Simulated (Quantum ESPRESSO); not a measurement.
# MgO (P6_3mc) in Quantum ESPRESSO: notebook

Runs on MgO. Level: PBEsol. Tasks: single point, equation of state.

All numbers are computed with Quantum ESPRESSO 7.5; they aren't measurements. Logs are shortened: lines on timing, memory, paths and dates and some standing lists are left out, and cuts for length are marked.

### 1 The structure

Symmetry: P6_3mc, No. 186, hexagonal system. The conventional cell has a = 3.308 Å, b = 3.308 Å, c = 4.983 Å, α = 90.00°, β = 90.00°, γ = 120.00°. Mg (site symmetry 3m) has 4 O at 1.97 to 1.99 Å as nearest neighbours. Around O (site symmetry 3m) lie 4 Mg at 1.97 to 1.99 Å.

Measurements of this composition are mostly on another form, of space group No. 225.

### 2 Single point, PBEsol, 11.10 Å³/atom

Contents of pw.in:

```
&CONTROL
  calculation = 'scf'
  prefix = 'pwscf'
  outdir = './tmp'
  pseudo_dir = './pseudo'
  tstress = .true.
  disk_io = 'nowf'
/
&SYSTEM
  ibrav = 0
  nat = 4
  ntyp = 2
  ecutwfc = 45
  ecutrho = 360
  nbnd = 24
  occupations = 'smearing'
  smearing = 'fd'
  degauss = 0.00367493
/
&ELECTRONS
  conv_thr = 8d-10
  electron_maxstep = 120
  mixing_beta = 0.5
/
ATOMIC_SPECIES
Mg    24.3050 mg_pbesol_v1.4.uspp.F.UPF
O     15.9990 o_pbesol_v1.2.uspp.F.UPF
CELL_PARAMETERS angstrom
   3.2402621826    0.0000000000    0.0000000000
  -1.6201310913    2.8061493650    0.0000000000
   0.0000000000    0.0000000000    4.8811616653
ATOMIC_POSITIONS crystal
Mg     0.6666666667    0.3333333333    0.5021597400
Mg     0.3333333333    0.6666666667    0.0021597400
O      0.6666666667    0.3333333333    0.9024402600
O      0.3333333333    0.6666666667    0.4024402600
K_POINTS automatic
9 9 6 0 0 0
```

Potentials or basis: GBRV 1.5 PBEsol.

Command:

```
$ OMP_NUM_THREADS=1 mpirun -n 2 pw.x -nk 2 -in pw.in > pw.out
```

pw.out:

```text
This program is part of the open-source Quantum ESPRESSO suite
     for quantum simulation of materials; please cite
[... 13 lines left out ...]
     --------------------
     sticks:   dense  smooth     PW     G-vecs:    dense   smooth      PW
     Sum         931     463    151                34585    12201    2103

     Using Slab Decomposition

     bravais-lattice index     =            0
     lattice parameter (alat)  =       6.1232  a.u.
     unit-cell volume          =     299.5096 (a.u.)^3
     number of atoms/cell      =            4
     number of atomic types    =            2
     number of electrons       =        32.00
     number of Kohn-Sham states=           24
     kinetic-energy cutoff     =      45.0000  Ry
     charge density cutoff     =     360.0000  Ry
     scf convergence threshold =      8.0E-10
     mixing beta               =       0.5000
     number of iterations used =            8  plain     mixing
     Exchange-correlation= SLA  PW   PSX  PSC
                           (   1   4  10   8   0   0   0)

     celldm(1)=   6.123208  celldm(2)=   0.000000  celldm(3)=   0.000000
     celldm(4)=   0.000000  celldm(5)=   0.000000  celldm(6)=   0.000000

     crystal axes: (cart. coord. in units of alat)
               a(1) = (   1.000000   0.000000   0.000000 )
               a(2) = (  -0.500000   0.866025   0.000000 )
               a(3) = (   0.000000   0.000000   1.506409 )

     reciprocal axes: (cart. coord. in units 2 pi/alat)
               b(1) = (  1.000000  0.577350 -0.000000 )
               b(2) = (  0.000000  1.154701  0.000000 )
               b(3) = (  0.000000 -0.000000  0.663830 )

     PseudoPot. # 1 for Mg read from file:
     mg_pbesol_v1.4.uspp.F.UPF
     Pseudo is Ultrasoft, Zval = 10.0
     Generated by new atomic code, or converted to UPF format
     Using radial grid of  821 points,  7 beta functions with:
                l(1) =   0
                l(2) =   0
                l(3) =   0
                l(4) =   1
                l(5) =   1
                l(6) =   2
                l(7) =   2
     Q(r) pseudized with  8 coefficients,  rinner =    1.200   1.200   1.200
                                                       1.200   1.200

     PseudoPot. # 2 for O  read from file:
     o_pbesol_v1.2.uspp.F.UPF
     Pseudo is Ultrasoft + core correction, Zval =  6.0
     Generated by new atomic code, or converted to UPF format
     Using radial grid of  737 points,  5 beta functions with:
                l(1) =   0
                l(2) =   0
                l(3) =   1
                l(4) =   1
                l(5) =   2
     Q(r) pseudized with  8 coefficients,  rinner =    0.900   0.900   0.900
                                                       0.900   0.900

     atomic species   valence    mass     pseudopotential
     Mg               10.00    24.30500     Mg( 1.00)
     O                 6.00    15.99900     O ( 1.00)

     12 Sym. Ops. (no inversion) found ( 6 have fractional translation)

   Cartesian axes

     site n.     atom                  positions (alat units)
         1        Mg     tau(   1) = (   0.5000000   0.2886751   0.7564582  )
         2        Mg     tau(   2) = (  -0.0000000   0.5773503   0.0032535  )
         3        O      tau(   3) = (   0.5000000   0.2886751   1.3594446  )
         4        O      tau(   4) = (  -0.0000000   0.5773503   0.6062398  )

     number of k points=    48  Fermi-Dirac smearing, width (Ry)=  0.0037
                       cart. coord. in units 2pi/alat
        k(    1) = (   0.0000000   0.0000000   0.0000000), wk =   0.0041152
        k(    2) = (   0.0000000   0.0000000   0.1106384), wk =   0.0082305
        k(    3) = (   0.0000000   0.0000000   0.2212767), wk =   0.0082305
        k(    4) = (   0.0000000   0.0000000  -0.3319151), wk =   0.0041152
        k(    5) = (   0.0000000   0.1283001   0.0000000), wk =   0.0246914
        k(    6) = (   0.0000000   0.1283001   0.1106384), wk =   0.0493827
[... 40 lines left out ...]
        k(   47) = (   0.3333333   0.5773503   0.2212767), wk =   0.0164609
        k(   48) = (   0.3333333   0.5773503  -0.3319151), wk =   0.0082305

     Dense  grid:    34585 G-vectors     FFT dimensions: (  40,  40,  60)

     Smooth grid:    12201 G-vectors     FFT dimensions: (  27,  27,  40)

     Check: negative core charge=   -0.000002

     Initial potential from superposition of free atoms

     starting charge      31.3995, renormalised to      32.0000
     Starting wfcs are   18 randomized atomic wfcs +    6 random wfcs

     Self-consistent Calculation

     iteration #  1     ecut=    45.00 Ry     beta= 0.50
     Davidson diagonalization with overlap
     ethr =  1.00E-02,  avg # of iterations =  5.9

     total energy              =    -314.90290010 Ry
     estimated scf accuracy    <       0.87971260 Ry

     iteration #  2     ecut=    45.00 Ry     beta= 0.50
     Davidson diagonalization with overlap
     ethr =  2.75E-03,  avg # of iterations =  2.0

     total energy              =    -315.13711583 Ry
     estimated scf accuracy    <       0.20944987 Ry

     iteration #  3     ecut=    45.00 Ry     beta= 0.50
     Davidson diagonalization with overlap
     ethr =  6.55E-04,  avg # of iterations =  2.0

     total energy              =    -315.17043123 Ry
     estimated scf accuracy    <       0.00930176 Ry

     iteration #  4     ecut=    45.00 Ry     beta= 0.50
     Davidson diagonalization with overlap
     ethr =  2.91E-05,  avg # of iterations =  2.5

     total energy              =    -315.17094576 Ry
     estimated scf accuracy    <       0.00036970 Ry

     iteration #  5     ecut=    45.00 Ry     beta= 0.50
     Davidson diagonalization with overlap
     ethr =  1.16E-06,  avg # of iterations =  3.2

     total energy              =    -315.17098581 Ry
     estimated scf accuracy    <       0.00001357 Ry

     iteration #  6     ecut=    45.00 Ry     beta= 0.50
     Davidson diagonalization with overlap
     ethr =  4.24E-08,  avg # of iterations =  1.4

     total energy              =    -315.17098777 Ry
     estimated scf accuracy    <       0.00000058 Ry

     iteration #  7     ecut=    45.00 Ry     beta= 0.50
     Davidson diagonalization with overlap
     ethr =  1.82E-09,  avg # of iterations =  2.0

     total energy              =    -315.17098783 Ry
     estimated scf accuracy    <       0.00000003 Ry

     iteration #  8     ecut=    45.00 Ry     beta= 0.50
     Davidson diagonalization with overlap
     ethr =  8.95E-11,  avg # of iterations =  2.0

     total energy              =    -315.17098784 Ry
     estimated scf accuracy    <          1.3E-09 Ry

     iteration #  9     ecut=    45.00 Ry     beta= 0.50
     Davidson diagonalization with overlap
     ethr =  3.95E-12,  avg # of iterations =  2.0

     End of self-consistent calculation

          k = 0.0000 0.0000 0.0000 (  1519 PWs)   bands (ev):

   -65.9264 -65.9200 -32.9636 -32.9005 -32.9005 -32.8986 -32.8889 -32.8889
   -11.0860 -10.1247   1.7667   4.4546   4.4546   4.8061   4.8061   5.2832
     8.9959  14.1666  16.0054  19.7076  19.7076  21.6003  22.3154  22.3154

          k = 0.0000 0.0000 0.1106 (  1532 PWs)   bands (ev):

   -65.9259 -65.9204 -32.9594 -32.9030 -32.8998 -32.8998 -32.8897 -32.8897
   -11.0259 -10.1940   1.9302   4.4771   4.4771   4.7814   4.7814   4.8698
     9.4486  13.6645  16.5293  19.7249  19.7249  21.2821  21.7560  21.7560

          k = 0.0000 0.0000 0.2213 (  1562 PWs)   bands (ev):

   -65.9248 -65.9216 -32.9477 -32.9152 -32.8977 -32.8977 -32.8919 -32.8919
   -10.8589 -10.3793   2.4019   4.0120   4.5391   4.5391   4.7147   4.7147
    10.4363  12.6860  17.6056  19.8625  19.8625  20.2856  20.8984  20.8984

          k = 0.0000 0.0000-0.3319 (  1580 PWs)   bands (ev):

   -65.9232 -65.9232 -32.9315 -32.9315 -32.8948 -32.8948 -32.8948 -32.8948
   -10.6236 -10.6236   3.1276   3.1276   4.6257   4.6257   4.6257   4.6257
    11.5695  11.5695  18.9266  18.9266  20.2409  20.2409  20.2409  20.2409

          k = 0.0000 0.1283 0.0000 (  1531 PWs)   bands (ev):

   -65.9259 -65.9199 -32.9616 -32.9046 -32.9019 -32.8999 -32.8933 -32.8895
   -11.0119 -10.0992   1.8932   4.1326   4.3679   4.4258   4.8179   5.2367
     9.5813  14.4956  15.8834  18.2915  19.9214  21.2693  21.9720  22.0794

          k = 0.0000 0.1283 0.1106 (  1537 PWs)   bands (ev):

   -65.9255 -65.9203 -32.9578 -32.9054 -32.9035 -32.9011 -32.8929 -32.8903
   -10.9543 -10.1643   2.0313   4.1230   4.3187   4.3962   4.7857   5.0478
     9.9358  13.9142  16.4546  18.3750  19.9272  20.9113  21.6365  21.8505

          k = 0.0000 0.1283 0.2213 (  1544 PWs)   bands (ev):

   -65.9244 -65.9214 -32.9473 -32.9175 -32.9009 -32.8988 -32.8942 -32.8926
   -10.7945 -10.3389   2.4282   3.6979   4.3548   4.4748   4.6995   4.7553
    10.7795  12.9026  17.4563  18.5509  20.0408  20.3811  20.9144  20.9480

          k = 0.0000 0.1283-0.3319 (  1538 PWs)   bands (ev):

   -65.9229 -65.9229 -32.9327 -32.9327 -32.8974 -32.8974 -32.8957 -32.8957
   -10.5704 -10.5704   3.0265   3.0265   4.5295   4.5295   4.5852   4.5852
    11.8197  11.8197  18.3748  18.3748  20.1799  20.1799  20.3781  20.3781
[... 211 lines left out ...]
          k = 0.2222 0.5132-0.3319 (  1524 PWs)   bands (ev):

   -65.9208 -65.9208 -32.9488 -32.9488 -32.9123 -32.9123 -32.9033 -32.9033
   -10.1156 -10.1156   2.2542   2.2542   3.4093   3.4093   4.8262   4.8262
    13.4631  13.4631  15.9183  15.9183  18.8907  18.8907  21.3079  21.3079

          k = 0.3333 0.5774 0.0000 (  1512 PWs)   bands (ev):

   -65.9207 -65.9207 -32.9320 -32.9320 -32.9248 -32.9201 -32.9201 -32.9045
   -10.1037 -10.1037   2.3000   3.2274   3.2274   3.8996   3.9908   3.9908
    13.6152  13.6818  15.8106  15.8106  18.7249  19.0108  19.0108  23.0404

          k = 0.3333 0.5774 0.1106 (  1512 PWs)   bands (ev):

   -65.9207 -65.9207 -32.9385 -32.9385 -32.9235 -32.9136 -32.9136 -32.9059
   -10.0996 -10.0996   2.3866   2.9436   2.9436   3.7636   4.3085   4.3085
    13.6930  13.7132  15.7370  15.7370  18.9312  18.9312  19.0084  23.3824

          k = 0.3333 0.5774 0.2213 (  1518 PWs)   bands (ev):

   -65.9207 -65.9207 -32.9459 -32.9459 -32.9198 -32.9096 -32.9062 -32.9062
   -10.0913 -10.0913   2.6042   2.6042   2.6344   3.4205   4.7174   4.7174
    13.7880  13.8181  15.5851  15.5851  18.8088  18.8088  19.9247  23.6697

          k = 0.3333 0.5774-0.3319 (  1512 PWs)   bands (ev):

   -65.9207 -65.9207 -32.9488 -32.9488 -32.9147 -32.9147 -32.9034 -32.9034
   -10.0871 -10.0871   2.4756   2.4756   3.0043   3.0043   4.8817   4.8817
    13.8482  13.8482  15.5070  15.5070  18.7616  18.7616  21.5227  21.5227

     the Fermi energy is     7.1829 ev

!    total energy              =    -315.17098784 Ry
     estimated scf accuracy    <          1.7E-11 Ry
     smearing contrib. (-TS)   =       0.00000000 Ry
     internal energy E=F+TS    =    -315.17098784 Ry

     The total energy is F=E-TS. E is the sum of the following terms:
     one-electron contribution =    -207.17733062 Ry
     hartree contribution      =     110.73471417 Ry
     xc contribution           =     -48.18653192 Ry
     ewald contribution        =    -170.54183947 Ry

     convergence has been achieved in   9 iterations

     Computing stress (Cartesian axis) and pressure

          total   stress  (Ry/bohr**3)                   (kbar)     P=       88.06
   0.00062815   0.00000000   0.00000000           92.40        0.00        0.00
   0.00000000   0.00062815   0.00000000            0.00       92.40        0.00
   0.00000000   0.00000000   0.00053956            0.00        0.00       79.37

=------------------------------------------------------------------------------=
   JOB DONE.
=------------------------------------------------------------------------------=
```

Run time: 14 s. Hardware: 2 MPI ranks of Arm Neoverse V2, shared host; peak memory 0.3 GiB.

Results:

```
Free energy            : -4288.1197 eV
Pressure               : 8.8 GPa
Band gap on the k mesh : 3.71 eV, direct
```

Caveat: an odd mesh through Γ misses points on the zone boundary, where band edges often lie.

### 3 Single point, PBEsol, 11.33 Å³/atom

Changes to pw.in since step 2:

```diff
@@ -28,5 +28,5 @@
 CELL_PARAMETERS angstrom
-   3.2402621826    0.0000000000    0.0000000000
-  -1.6201310913    2.8061493650    0.0000000000
-   0.0000000000    0.0000000000    4.8811616653
+   3.2630816822    0.0000000000    0.0000000000
+  -1.6315408411    2.8259116314    0.0000000000
+   0.0000000000    0.0000000000    4.9155371758
 ATOMIC_POSITIONS crystal
```

Potentials or basis: GBRV 1.5 PBEsol.

Command:

```
$ OMP_NUM_THREADS=1 mpirun -n 2 pw.x -nk 2 -in pw.in > pw.out
```

Wall time 14 s (2 MPI ranks of Arm Neoverse V2, shared host); peak memory 0.3 GiB.

It converged, with:

```
Free energy            : -4288.1633 eV
Pressure               : 5.7 GPa
Band gap on the k mesh : 3.59 eV, direct
```

Caveat: an odd mesh through Γ misses points on the zone boundary, where band edges often lie.

### 4 Single point, PBEsol, 11.57 Å³/atom

Changes to pw.in since step 3:

```diff
@@ -28,5 +28,5 @@
 CELL_PARAMETERS angstrom
-   3.2630816822    0.0000000000    0.0000000000
-  -1.6315408411    2.8259116314    0.0000000000
-   0.0000000000    0.0000000000    4.9155371758
+   3.2855864049    0.0000000000    0.0000000000
+  -1.6427932025    2.8454012930    0.0000000000
+   0.0000000000    0.0000000000    4.9494385035
 ATOMIC_POSITIONS crystal
```

Command:

```
$ OMP_NUM_THREADS=1 mpirun -n 2 pw.x -nk 2 -in pw.in > pw.out
```

It took 14 s on 2 MPI ranks of Arm Neoverse V2, shared host; peak memory 0.3 GiB.

It converged, with:

```yaml
Free_energy: -4288.1892 eV
Pressure: 2.8 GPa
Band_gap_on_the_k_mesh: 3.48 eV, direct
```

Caveat: an odd mesh through Γ misses points on the zone boundary, where band edges often lie.

### 5 Single point, PBEsol, 11.80 Å³/atom

Changes to pw.in since step 4:

```diff
@@ -28,5 +28,5 @@
 CELL_PARAMETERS angstrom
-   3.2855864049    0.0000000000    0.0000000000
-  -1.6427932025    2.8454012930    0.0000000000
-   0.0000000000    0.0000000000    4.9494385035
+   3.3077869865    0.0000000000    0.0000000000
+  -1.6538934933    2.8646275606    0.0000000000
+   0.0000000000    0.0000000000    4.9828816700
 ATOMIC_POSITIONS crystal
```

Command:

```
$ OMP_NUM_THREADS=1 mpirun -n 2 pw.x -nk 2 -in pw.in > pw.out
```

Run time: 16 s. Hardware: 2 MPI ranks of Arm Neoverse V2, shared host; peak memory 0.32 GiB.

The run converged. Its results:

```yaml
Free_energy: -4288.1990 eV
Pressure: 0.2 GPa
Band_gap_on_the_k_mesh: 3.37 eV, direct
```

Caveat: an odd mesh through Γ misses points on the zone boundary, where band edges often lie.

### 6 Single point, PBEsol, 12.04 Å³/atom

Changes to pw.in since step 5:

```diff
@@ -28,5 +28,5 @@
 CELL_PARAMETERS angstrom
-   3.3077869865    0.0000000000    0.0000000000
-  -1.6538934933    2.8646275606    0.0000000000
-   0.0000000000    0.0000000000    4.9828816700
+   3.3296934990    0.0000000000    0.0000000000
+  -1.6648467495    2.8835991569    0.0000000000
+   0.0000000000    0.0000000000    5.0158818481
 ATOMIC_POSITIONS crystal
```

Potentials or basis: GBRV 1.5 PBEsol.

Command:

```
$ OMP_NUM_THREADS=1 mpirun -n 2 pw.x -nk 2 -in pw.in > pw.out
```

Run time: 16 s. Hardware: 2 MPI ranks of Arm Neoverse V2, shared host; peak memory 0.32 GiB.

Results (log left out):

| Property | Result |
| --- | --- |
| Free energy | -4288.1945 eV |
| Pressure | -2.1 GPa |
| Band gap on the k mesh | 3.26 eV, direct |

Caveat: an odd mesh through Γ misses points on the zone boundary, where band edges often lie.

### 7 Single point, PBEsol, 12.28 Å³/atom

Changes to pw.in since step 6:

```diff
@@ -28,5 +28,5 @@
 CELL_PARAMETERS angstrom
-   3.3296934990    0.0000000000    0.0000000000
-  -1.6648467495    2.8835991569    0.0000000000
-   0.0000000000    0.0000000000    5.0158818481
+   3.3513154912    0.0000000000    0.0000000000
+  -1.6756577457    2.9023243515    0.0000000000
+   0.0000000000    0.0000000000    5.0484534221
 ATOMIC_POSITIONS crystal
```

Command:

```
$ OMP_NUM_THREADS=1 mpirun -n 2 pw.x -nk 2 -in pw.in > pw.out
```

It took 16 s on 2 MPI ranks of Arm Neoverse V2, shared host; peak memory 0.32 GiB.

It converged, with:

```
Free energy            : -4288.1769 eV
Pressure               : -4.2 GPa
Band gap on the k mesh : 3.16 eV, direct
```

Caveat: an odd mesh through Γ misses points on the zone boundary, where band edges often lie.

### 8 Single point, PBEsol, 12.51 Å³/atom

Changes to pw.in since step 7:

```diff
@@ -28,5 +28,5 @@
 CELL_PARAMETERS angstrom
-   3.3513154912    0.0000000000    0.0000000000
-  -1.6756577457    2.9023243515    0.0000000000
-   0.0000000000    0.0000000000    5.0484534221
+   3.3726620253    0.0000000000    0.0000000000
+  -1.6863310127    2.9208109923    0.0000000000
+   0.0000000000    0.0000000000    5.0806100433
 ATOMIC_POSITIONS crystal
```

Command:

```
$ OMP_NUM_THREADS=1 mpirun -n 2 pw.x -nk 2 -in pw.in > pw.out
```

Run time: 16 s. Hardware: 2 MPI ranks of Arm Neoverse V2, shared host; peak memory 0.32 GiB.

Results (log left out):

* Free energy: -4288.1475 eV
* Pressure: -6.1 GPa
* Band gap on the k mesh: 3.06 eV, direct

Caveat: an odd mesh through Γ misses points on the zone boundary, where band edges often lie.

### 9 Equation of state, PBEsol

Potentials or basis: GBRV 1.5 PBEsol.

This step only gathers the single runs of the series.

What came out:

* Equilibrium volume: 11.84 Å³/atom
* Bulk modulus at fixed shape and positions: 121 GPa
* Pressure derivative of the bulk modulus: 4.1

Energy against volume, from the lowest point:
| volume (Å³/atom) | energy (meV/atom) |
| --- | --- |
| 11.096 | 19.82 |
| 11.332 | 8.94 |
| 11.568 | 2.47 |
| 11.804 | 0.00 |
| 12.040 | 1.14 |
| 12.276 | 5.55 |
| 12.512 | 12.90 |

Caveat: the cell was scaled at fixed shape and fractional positions, which overstates the stiffness of a crystal with free parameters, most of all of layers and chains.
